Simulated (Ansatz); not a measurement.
# SnTe: the cost of one run

Program: Ansatz 0.2.0. Level of theory: DFT PBE, scalar-relativistic, plane waves, PAW. These are calculated values, not measurements.

**1. The system as given**

The structure is cubic, space group F-43m (No. 216). The conventional cell has a = 7.222 Å, b = 7.222 Å, c = 7.222 Å, α = 90.00°, β = 90.00°, γ = 90.00°. Sn (site symmetry -43m) is surrounded by 4 Te at 3.13 Å. Around Te (site symmetry -43m) lie 4 Sn at 3.13 Å.

Coordinates:

```xyz
2
Lattice="0.0000 3.6111 3.6111 3.6111 0.0000 3.6111 3.6111 3.6111 0.0000" Properties=species:S:1:pos:R:3 pbc="T T T"
Sn    0.0000    0.0000    0.0000
Te    5.4167    5.4167    5.4167
```

The structure comes from the Materials Project (structure only).

(A quick probe on a coarse mesh, which set the mesh and smearing, is not shown.)

**3. Full relaxation**

The input, input.yaml:

```yaml
crystal:
  lattice:
    - [0.0, 3.611146, 3.611146]
    - [3.611146, 0.0, 3.611146]
    - [3.611146, 3.611146, 0.0]
  atoms:
    - { symbol: Sn, position: [0.0, 0.0, 0.0] }
    - { symbol: Te, position: [0.75, 0.75, 0.75] }
basis:
  ecutwfc: 420
kpoints:
  mp_grid: { grid: [8, 8, 8] }
hamiltonian:
  xc: pbe
scf:
  occupations: { method: gaussian, width: 0.01 }
output:
  forces: true
  stress: true
  eigenvalues: true
relax:
  adjacent_minimum: "off"
  f_tol: 0.005
  max_steps: 80
  cell: { stress_tol: 0.05 }
```

Q: Estimate wall time and peak memory on 1 thread of an Arm CPU, shared host.

About 9.7 s, with a peak of 0.39 GiB.
